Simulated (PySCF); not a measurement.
NMR data simulated for an unnamed compound:

¹H NMR (400 MHz, computed): δ 3.05 (s, 2H).

¹³C{¹H} NMR (computed): δ 114.0 (C), 7.5 (CH2).

[PySCF 2.14: J: B3LYP/pcJ-1; GIAO PBE0/pcSseg-1 shieldings; structure optimised with PBE0-D3(BJ)/def2-SVP; no solvent; one averaged value for each set of equivalent atoms; non-relativistic; one computed conformer]

Scale: ¹H (31.27 ppm), ¹³C (184.41 ppm) vs TMS (reference shieldings calculated alike).

Task: Which of these does the molecule contain: a nitrile, a carboxylic acid, an NH or NH2 group, a three-membered ring?

Result: 
- A nitrile: yes (δC 114.0).
- A carboxylic acid: no.
- An NH or NH2 group: no.
- A three-membered ring: no.

The data belong to `N#CCC#N`, C3H2N2; they needn't prove each group on their own.

Carbon signals by region: 1 in the sp2 and nitrile region (100–160 ppm), 1 below 50 ppm.

Shifts are as computed. Against solution values, carbons near 30 ppm lie about +2 ppm off and those near 130 ppm about +4 ppm. Of 246 compounds with measured shifts, 49 miss one by over three times the rms of a fit or turn the order of signals round; such compounds aren't used in these exercises.
